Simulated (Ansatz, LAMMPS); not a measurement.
# Amorphous TiO2 at 3.19 g/cm^3 (84 atoms): geometry optimisation, part 4 of 4

Wanted: the relaxed structure of amorphous TiO2 at 3.19 g/cm^3 (84 atoms) and its electronic structure.

Ansatz 0.2.0; Kohn-Sham DFT, PBE, PAW (set soft_2), plane waves.

The cell: 28 Ti and 56 O. The quench rate of 50 K/ps is orders of magnitude faster than experiment. The network of bonds at the start is that of the classical potential that made the cell. Only the Γ point is sampled in the main run, in a cell whose shortest periodic width is 11 Å.

So far. Step 4 (Relaxation): The relaxation changed the energy by -48.9 meV/atom, and atoms moved by 0.35 Å r.m.s., 1.1 Å at most. Step 7 (K-mesh 2×2×2): Forces differ from those of the single point at the relaxed geometry by 15 meV/Å r.m.s.; the energy by -0.49 meV/atom and the gap by -0.0077 eV. It took 3 min and 13 cycles; the reference's time can't be set against it, since the two runs asked for unlike analyses.

## 8. Functional HSE06

HSE06 mixes in a quarter of exact exchange at short range, which counters self-interaction, at a higher cost.

This step: Kohn-Sham DFT, HSE06, PAW (set soft_2), plane waves (Ansatz 0.2.0).

The input, input.yaml:

```yaml
crystal:
  lattice:
    - [10.5139, 0.0, 0.0]
    - [0.0, 10.5139, 0.0]
    - [0.0, 0.0, 10.5139]
  atoms:
    [... the 84 atom lines of step 6 ...]
kpoints:
  mp_grid: { grid: [1, 1, 1] }
hamiltonian:
  xc: hse06
scf:
  occupations: { method: fermi_dirac, width: 0.025 }
output:
  forces: true
  stress: true
  populations: true
  dos:
    method: { smearing: { sigma: 0.08 } }
    de: 0.05
    projected: { site_lists: { O: [O], Ti: [Ti] } }
  eigenvalues: true
```

Launch:

```bash
ansatz run input.yaml --threads 4 --pin off --max-ram 8192MiB --backend cpu --events-out ev --progress --plain --runs-dir out
```

Numbers of over 12 decimals in the logs are rounded to 6 here.

Log:

```text
Warning: output.stress: scf.convergence.dr2_threshold = 1e-7 eV (the SCF's general default) is looser than the 1.6e-9 eV advised for a printed stress (1e-10 eV for each atom of the cell: 84, of which 16 are counted). What an SCF threshold leaves in a stress goes as its square root, and in the free energy as the threshold itself, and one threshold admits the most on a small cell: [...]
Warning: output.stress: scf.exx.energy_threshold = 1e-6 eV is looser than the 1.6e-7 eV advised for a stress under a hybrid functional (1e-8 eV for each atom of the cell: 84, of which 16 are counted). Every SCF of the exchange loop can meet its threshold on dr2 while the loop round them stops early: [...]
exact exchange: scf.exx.singularity resolves to wigner_seitz, which cuts the screened interaction at the faces of the exchange supercell's Wigner-Seitz cell, so that each pair interacts once, at the shortest of its separations (the periodic images that this leaves out come, [...]
[...]
Crystal: 84 atoms, lattice volume = 1162.229 Å³
Basis set: ecut = 420 eV, 22743 PW (Γ), exchange–correlation on 144×144×144 points (8 copies of the dense FFT grid, shifted against one another)
Bands: 420, of which v1, the nominal top of the filled ones, is band 336 counted from 1 (335 counted from 0)
Symmetry: 1 space group operations
[...]
k-points: 1
[...]
SCF iter   1: F=—  HF=-101876.650315 eV  |F-HF|=—  |Δ(HF+E_count)|=         —  Δρ=4.18e-3  dr2=2.61e-1  ethr=1.77e-3  ⟨swp⟩=6.0  Hψ=1740  notcnv=0
[...]
SCF iter   5: F=—  HF=-101876.647589 eV  |F-HF|=—  |Δ(HF+E_count)|=   2.28e-3  Δρ=3.62e-4  dr2=1.13e-3  ethr=1.85e-7  ⟨swp⟩=5.0  Hψ=1897  notcnv=0  defer=1
SCF iter   6: F=-101876.647853 eV  HF=-101876.647805 eV  |F-HF|=4.82e-5  |Δ(HF+E_count)|=   2.16e-4  Δρ=1.50e-4  dr2=1.50e-4  ethr=1.69e-7  ⟨swp⟩=5.0  Hψ=931  notcnv=0  defer=1
SCF 1 stopped early in 6 iterations: F = -101876.647853 eV  dr2 = 1.50e-4
[...]
Exchange kernel: α = 0.2500, screened, ω = 0.2079 Å⁻¹, Wigner–Seitz truncation, v(0) = 929.0982 eV·Å³, q-mesh 1×1×1, nearest image of the exchange supercell L = 10.51 Å, pair-density grid 54×54×54, without the augmentation charges, whose exchange is taken in its separable form (sized by the pseudopotential files, [...]
Frozen-core exchange: fock
SCF iter   1: F=—  HF=-101855.694532 eV  |F-HF|=—  |Δ(HF+E_count)|=         —  Δρ=3.06e-2  dr2=1.56e1  ethr=2.23e-7  ⟨swp⟩=19.0  Hψ=2539  notcnv=0
[...]
SCF iter   7: F=—  HF=-101852.270536 eV  |F-HF|=—  |Δ(HF+E_count)|=   1.37e-3  Δρ=2.77e-4  dr2=8.06e-4  ethr=2.23e-7  ⟨swp⟩=4.0  Hψ=1009  notcnv=0
SCF iter   8: F=-101852.270337 eV  HF=-101852.270395 eV  |F-HF|=5.83e-5  |Δ(HF+E_count)|=   1.41e-4  Δρ=8.20e-5  dr2=1.91e-4  ethr=1.02e-7  ⟨swp⟩=3.0  Hψ=794  notcnv=0
SCF 2 stopped early in 8 iterations: F = -101852.270337 eV  dr2 = 1.91e-4
  Residual-converged pass: ⟨swp⟩=4.0  Hψ=1269  notcnv=0  max |occ|·‖R‖ = 5.4e-6 eV (tolerance 6.7e-6 eV)  dr2=1.94e-4  dr2_onsite=5.81e-6  max |Δocc| = 0.0e0
[...]
hybrid outer 1: dexx = +7.239e-1 eV, tail = 1.56e-3 eV
[...]
Frozen-core exchange: fock
SCF iter   1: F=—  HF=-101852.259555 eV  |F-HF|=—  |Δ(HF+E_count)|=         —  Δρ=2.61e-4  dr2=1.01e-3  ethr=1.16e-6  ⟨swp⟩=10.0  Hψ=1307  notcnv=0
[...]
SCF iter  10: F=—  HF=-101852.259386 eV  |F-HF|=—  |Δ(HF+E_count)|=   2.51e-7  Δρ=2.05e-6  dr2=4.79e-8  ethr=5.33e-12 (applied; sched 1.56e-12)  ⟨swp⟩=9.0  Hψ=1444  notcnv=0
SCF iter  11: F=-101852.259386 eV  HF=-101852.259386 eV  |F-HF|=3.70e-9  |Δ(HF+E_count)|=   1.09e-8  Δρ=5.80e-7  dr2=8.13e-9  ethr=1.03e-11 (applied; sched 1.56e-12)  ⟨swp⟩=3.0  Hψ=815  notcnv=0
SCF 3 converged in 11 iterations: F = -101852.259386 eV  dr2 = 8.13e-9
[...]
hybrid outer 2: dexx = +8.476e-5 eV, tail = 3.32e-7 eV, Δε = 1.11e-2 eV (about 1.80e-4 eV left of the loop's levels), ΔF = 4.21e-2 eV/Å (tail 3.04e-3)
[...]
Frozen-core exchange: fock
SCF iter   1: F=—  HF=-101852.259390 eV  |F-HF|=—  |Δ(HF+E_count)|=         —  Δρ=3.00e-6  dr2=1.32e-7  ethr=2.47e-10  ⟨swp⟩=16.0  Hψ=1716  notcnv=0
[...]
SCF iter   4: F=-101852.259390 eV  HF=-101852.259390 eV  |F-HF|=6.71e-9  |Δ(HF+E_count)|=   3.69e-8  Δρ=7.45e-7  dr2=8.11e-9  ethr=5.35e-12 (applied; sched 1.00e-12)  ⟨swp⟩=5.0  Hψ=959  notcnv=0
SCF 4 converged in 4 iterations: F = -101852.259390 eV  dr2 = 8.11e-9
[...]
hybrid SCF converged: 3 outer / 23 inner (+6 warm-up), last move |dexx| = 5.08e-8 eV, tail = 1.73e-8 eV
Stability not checked: this state was not tested for a lower state beside it, because the functional holds exact exchange (a hybrid, or Hartree-Fock), whose exchange loop this test does not read (fock_operator; see scf.lower_state_search)
Free energy (F): -101852.259390 eV
Frozen-core exchange: fock
[...]
Internal energy: -101852.259390 eV  (E = F + TS)
E sigma→0 (E₀):  -101852.259390 eV
Fermi energy:    6.002011 eV
[...]
Σ components = -101852.259390   (vs F -101852.259390, Δ=1.46e-11)
--- Forces (eV/Å), atoms counted from 1 ---
  atom   1  Ti     0.00235947    -0.14023999     0.07587304
  atom   2  Ti    -0.24632731    -0.00946886     0.22497267
  atom   3  Ti    -0.04415603     0.09561818     0.32421644
  atom   4  Ti    -0.18417715    -0.01257590    -0.01948252
[...]
atom  84  O      0.03314359     0.08949303    -0.21206638
  max |Σ_I F_I| component: 2.49e-5 eV/Å
--- Stress (GPa, compression-positive) ---
       -7.921995      -1.537105       0.781578
       -1.537105      -3.053315       0.398076
        0.781578       0.398076      -5.737733
  P = ⅓ Tr σ = -5.5710 GPa (-55.710 kbar)
--- Band table (eV) ---
[...]
--- Löwdin populations: 84 sites ---
  site symbol       q [e]
     0     Ti     10.4565
     1     Ti     10.4696
     2     Ti     10.4839
[...]
83      O      6.7157
  spilling = 0.004094 (of n_electrons = 672.000000)
```

It took 6.3 min on 4 threads of Arm Neoverse V2, shared host; peak memory 4.2 GiB.

The program notes that the exchange threshold is loose for the stress and the SCF threshold is loose for the stress.

Geometry and reference: those of the single point at the relaxed geometry.

Forces differ from those of the single point at the relaxed geometry by 184 meV/Å r.m.s.; the pressure by -5.6 GPa and the gap by +1.5 eV. It took 6.3 min and 29 cycles; the reference's time can't be set against it, since the two runs asked for unlike analyses.

The run gave:

```yaml
free_energy: -101852.2594 eV
free_energy_per_atom: -1212.5269 eV/atom
scf_cycles: 29
pressure: -5.571 GPa
r_m_s_force_component: 0.184 eV/Å
longest_force: 0.6432 eV/Å
fermi_energy: 6.002 eV
spacing_of_highest_filled_and_lowest_empty_level: 4.304 eV
spilling_of_the_projection: 0.004094
```

Length of the force by element and coordination:

| element | coordination | atoms | mean length of the force (eV/Å) | spread | least | most |
| --- | --- | --- | --- | --- | --- | --- |
| O | all | 56 | 0.297 | 0.116 | 0.0723 | 0.573 |
| O | 2 | 30 | 0.313 | 0.120 | 0.0723 | 0.573 |
| O | 3 | 25 | 0.284 | 0.107 | 0.0879 | 0.556 |
| O | 4 | 1 | 0.164 | 0 | 0.164 | 0.164 |
| Ti | all | 28 | 0.292 | 0.126 | 0.0684 | 0.643 |
| Ti | 4 | 7 | 0.229 | 0.0884 | 0.0684 | 0.384 |
| Ti | 5 | 15 | 0.315 | 0.143 | 0.155 | 0.643 |
| Ti | 6 | 6 | 0.309 | 0.0873 | 0.147 | 0.407 |

Löwdin charges by element and coordination (they lack the spilled electrons, 0.033 e an atom on average):

| element | coordination | atoms | mean charge (e) | spread | least | most |
| --- | --- | --- | --- | --- | --- | --- |
| O | all | 56 | -0.710 | 0.0472 | -0.803 | -0.589 |
| O | 2 | 30 | -0.677 | 0.0313 | -0.737 | -0.589 |
| O | 3 | 25 | -0.746 | 0.0303 | -0.803 | -0.664 |
| O | 4 | 1 | -0.803 | 0 | -0.803 | -0.803 |
| Ti | all | 28 | 1.52 | 0.0158 | 1.49 | 1.54 |
| Ti | 4 | 7 | 1.51 | 0.0137 | 1.50 | 1.54 |
| Ti | 5 | 15 | 1.52 | 0.0167 | 1.49 | 1.54 |
| Ti | 6 | 6 | 1.53 | 0.011 | 1.51 | 1.54 |

Density of states as counts of states in windows of 1 eV (from the Fermi level), total and the larger projections:

| from (eV) | to (eV) | total | O p | Ti d |
| --- | --- | --- | --- | --- |
| -10 | -8 | 0.0 | 0.0 | 0.0 |
| -8 | -7 | 1.5 | 1.1 | 0.3 |
| -7 | -6 | 54.4 | 38.8 | 12.8 |
| -6 | -5 | 96.5 | 71.5 | 21.1 |
| -5 | -4 | 60.6 | 49.4 | 9.3 |
| -4 | -3 | 77.8 | 68.8 | 7.1 |
| -3 | -2 | 45.1 | 42.3 | 2.1 |
| -2 | 2 | 0.0 | 0.0 | 0.0 |
| 2 | 3 | 54.4 | 3.7 | 48.6 |
| 3 | 4 | 68.4 | 8.8 | 55.3 |

Between -26 and -10 eV lie 112 more states.

The stored curve holds about 448 of the 672 electrons; the rest, give or take the few that broadening carries across the Fermi level, lie in deeper levels below its range.

The levels nearest the highest filled one (over half full), pooled over k-points and spins:

| level less the highest filled one (eV) | occupation |
| --- | --- |
| -0.365 | 2 |
| -0.344 | 2 |
| -0.209 | 2 |
| -0.191 | 2 |
| -0.165 | 2 |
| 0 | 2 |
| 4.30 | 0 |
| 4.38 | 0 |
| 4.44 | 0 |
| 4.47 | 0 |
| 4.52 | 0 |
| 4.54 | 0 |

## 9. Functional r2SCAN (500 eV)

The meta-GGA r2SCAN uses the kinetic energy density as well as the density and its gradient. Besides, the cutoff goes from 420 to 500 eV.

This step: Kohn-Sham DFT, r2SCAN, PAW (set soft_2), plane waves (Ansatz 0.2.0).

Changes to input.yaml since step 8:

```diff
@@ -10,3 +10,3 @@
 hamiltonian:
-  xc: hse06
+  xc: r2scan
 scf:
```

Log:

```text
[...]
Crystal: 84 atoms, lattice volume = 1162.229 Å³
Basis set: ecut = 500 eV, 29423 PW (Γ), exchange–correlation on 320×320×320 points (64 copies of the dense FFT grid, shifted against one another)
Bands: 420, of which v1, the nominal top of the filled ones, is band 336 counted from 1 (335 counted from 0)
Symmetry: 1 space group operations
[...]
k-points: 1
[...]
SCF iter   1: F=—  HF=-102084.452752 eV  |F-HF|=—  |Δ(HF+E_count)|=         —  Δρ=2.34e-2  dr2=7.60e0  dr2_τ=5.25e0  ethr=1.77e-3  ⟨swp⟩=5.0  Hψ=1550  notcnv=0  defer=35
[...]
SCF iter  12: F=—  HF=-102084.548567 eV  |F-HF|=—  |Δ(HF+E_count)|=   1.46e-7  Δρ=3.25e-6  dr2=1.52e-7  dr2_τ=1.30e-8  ethr=1.49e-11  ⟨swp⟩=11.0  Hψ=1927  notcnv=0
SCF iter  13: F=-102084.548567 eV  HF=-102084.548567 eV  |F-HF|=1.10e-8  |Δ(HF+E_count)|=   2.07e-8  Δρ=1.54e-6  dr2=3.31e-8  dr2_τ=3.31e-9  ethr=1.49e-11  ⟨swp⟩=4.0  Hψ=1097  notcnv=0
SCF 1 converged in 13 iterations: F = -102084.548567 eV  dr2 = 3.31e-8
[...]
SCF converged after 13 iterations
Free energy (F): -102084.548567 eV
[...]
Internal energy: -102084.548567 eV  (E = F + TS)
E sigma→0 (E₀):  -102084.548567 eV
Fermi energy:    6.052367 eV
[...]
Σ components = -102084.548567   (vs F -102084.548567, Δ=0.00e0)
--- Forces (eV/Å), atoms counted from 1 ---
  atom   1  Ti     0.01268186    -0.00915117     0.00771639
  atom   2  Ti    -0.09150378    -0.02211839     0.02116915
  atom   3  Ti     0.00601830     0.02611487     0.09072126
  atom   4  Ti    -0.04890466     0.01227183    -0.03532287
[...]
atom  84  O      0.02476377     0.03494770    -0.02463806
  max |Σ_I F_I| component: 1.81e-4 eV/Å
--- Stress (GPa, compression-positive) ---
       -5.851769      -1.483868       0.758422
       -1.483867      -1.308974       0.352940
        0.758422       0.352940      -3.814029
  P = ⅓ Tr σ = -3.6583 GPa (-36.583 kbar)
--- Band table (eV) ---
[...]
--- Löwdin populations: 84 sites ---
  site symbol       q [e]
     0     Ti     10.5499
     1     Ti     10.5608
     2     Ti     10.5746
[...]
83      O      6.6760
  spilling = 0.003594 (of n_electrons = 672.000000)
```

Wall time 49 s (4 threads); peak memory 3.3 GiB.

Geometry and reference: those of the single point at the relaxed geometry.

Forces differ from those of the single point at the relaxed geometry by 63 meV/Å r.m.s.; the pressure by -3.7 GPa and the gap by +0.35 eV. It took 49 s and 13 cycles; the reference's time can't be set against it, since the two runs asked for unlike analyses.

## 10. Functional PBEsol

PBEsol restores the gradient expansion of exchange for slowly varying densities and usually gives shorter bonds in solids than PBE.

This step: Kohn-Sham DFT, PBEsol, PAW (set soft_2), plane waves (Ansatz 0.2.0).

Changes to input.yaml since step 9:

```diff
@@ -10,3 +10,3 @@
 hamiltonian:
-  xc: r2scan
+  xc: pbesol
 scf:
```

Log:

```text
[...]
Crystal: 84 atoms, lattice volume = 1162.229 Å³
Basis set: ecut = 420 eV, 22743 PW (Γ), exchange–correlation on 144×144×144 points (8 copies of the dense FFT grid, shifted against one another)
Bands: 420, of which v1, the nominal top of the filled ones, is band 336 counted from 1 (335 counted from 0)
Symmetry: 1 space group operations
[...]
k-points: 1
[...]
SCF iter   1: F=—  HF=-100784.399537 eV  |F-HF|=—  |Δ(HF+E_count)|=         —  Δρ=1.59e-2  dr2=2.72e0  ethr=1.77e-3  ⟨swp⟩=5.0  Hψ=1551  notcnv=0  defer=35
[...]
SCF iter  13: F=—  HF=-100783.874678 eV  |F-HF|=—  |Δ(HF+E_count)|=   2.02e-7  Δρ=2.76e-6  dr2=1.01e-7  ethr=1.49e-11  ⟨swp⟩=11.0  Hψ=1824  notcnv=0
SCF iter  14: F=-100783.874678 eV  HF=-100783.874678 eV  |F-HF|=1.43e-8  |Δ(HF+E_count)|=   5.40e-8  Δρ=1.32e-6  dr2=3.19e-8  ethr=1.49e-11  ⟨swp⟩=3.0  Hψ=1096  notcnv=0
SCF 1 converged in 14 iterations: F = -100783.874678 eV  dr2 = 3.19e-8
[...]
SCF converged after 14 iterations
Free energy (F): -100783.874678 eV
[...]
Internal energy: -100783.874678 eV  (E = F + TS)
E sigma→0 (E₀):  -100783.874678 eV
Fermi energy:    6.108095 eV
[...]
Σ components = -100783.874678   (vs F -100783.874678, Δ=0.00e0)
--- Forces (eV/Å), atoms counted from 1 ---
  atom   1  Ti     0.06599457    -0.05401017    -0.01654687
  atom   2  Ti    -0.04000386    -0.01279581     0.00474075
  atom   3  Ti    -0.02669180     0.03903291    -0.00095739
  atom   4  Ti    -0.06655153     0.00186504     0.02151960
[...]
atom  84  O      0.01588770     0.05031404    -0.08775412
  max |Σ_I F_I| component: 2.98e-5 eV/Å
--- Stress (GPa, compression-positive) ---
       -6.529226      -1.427404       0.665341
       -1.427404      -2.179996       0.333198
        0.665341       0.333198      -4.576503
  P = ⅓ Tr σ = -4.4286 GPa (-44.286 kbar)
--- Band table (eV) ---
[...]
--- Löwdin populations: 84 sites ---
  site symbol       q [e]
     0     Ti     10.6598
     1     Ti     10.6726
     2     Ti     10.6833
[...]
83      O      6.6192
  spilling = 0.003615 (of n_electrons = 672.000000)
```

The job ended after 20 s (4 threads; peak memory 1.6 GiB).

Geometry and reference: those of the single point at the relaxed geometry.

Forces differ from those of the single point at the relaxed geometry by 74 meV/Å r.m.s.; the pressure by -4.5 GPa and the gap by -0.024 eV.

## 11. All settings compared

Each row is set against the single point at the relaxed geometry (Kohn-Sham DFT, PBE, PAW (set soft_2), plane waves; r.m.s. force component 0.0104 eV/Å). Energies are set beside the reference only for runs with its functional, potentials and electron count. Times are for 4 threads of Arm Neoverse V2, shared host. The reference's time includes grids, which some other runs skip.

| run | Δ force, r.m.s. (meV/Å) | Δ energy (meV/atom) | Δ pressure (GPa) | Δ gap (eV) | cycles | time | host memory (GiB) |
| --- | --- | --- | --- | --- | --- | --- | --- |
| reference | - | - | - | - | 13 | 20 s | 1.6 |
| k-mesh 2×2×2 | 15.3 | -0.486 | -0.0133 | -0.0077 | 13 | 3 min | 6.1 |
| functional HSE06 | 184 | - | -5.62 | 1.51 | 29 | 6.3 min | 4.2 |
| functional r2SCAN (500 eV) | 63.1 | - | -3.71 | 0.347 | 13 | 49 s | 3.3 |
| functional PBEsol | 73.8 | - | -4.48 | -0.0235 | 14 | 20 s | 1.6 |

## 12. What came out

| Property | Result |
| --- | --- |
| energy change in the relaxation | -48.93 meV/atom |
| r.m.s. displacement | 0.35 Å |
| largest displacement | 1.058 Å |
| free energy per atom | -1212.8154 eV/atom |
| pressure | 0.05028 GPa |
| r.m.s. force component | 0.01037 eV/Å |
| gap (highest filled to lowest empty level) | 2.793 eV |
| wall time of the 7 DFT runs | 13 min |

What this shows: Relaxation lowers the energy by 48.9 meV/atom and moves atoms by 0.35 Å r.m.s.; the r.m.s. force component goes from 0.61 to 0.010 eV/Å. By the final cutoffs 0 of 130 bonded pairs parted and 9 joined. From the first step to the last the energy fell by 4.110 eV, and the largest move was 1.06 Å (O45). The O-Ti bonds go from 1.896 Å (spread 0.219) to 1.937 Å (spread 0.176), and their number from 130 to 139. By these cutoffs 54 % of O atoms have 2 and 54 % of Ti atoms have 5 bonded neighbours. The highest filled and lowest empty levels differ by 2.79 eV (at Γ alone); a semilocal functional tends to put such gaps too low. In a disordered cell it changes from sample to sample, and tail or defect levels can set it.

Among the changes of functional, dispersion, potentials or spin set against this reference, functional HSE06 moves the forces most, by 184 meV/Å r.m.s. The gap changes by +1.51 eV with HSE06.

Caveats: The network of bonds at the start is that of the classical potential that made the cell; in DFT 0 of its 130 bonded pairs passed out of the cutoffs and 9 came within them. The stress is far from hydrostatic: its diagonal is -2.0, 2.3, -0.1 GPa, compression counted positive.

[Logs are printed without paths, hosts, clocks, repeated set-up lines and the standing remarks that a program may print on its own settings, such as how far it seeks lower states.]

[Hosts, paths, dates, database ids (printed as entryN), source tags and the programs' standing remarks are cut or masked in the printed files.]
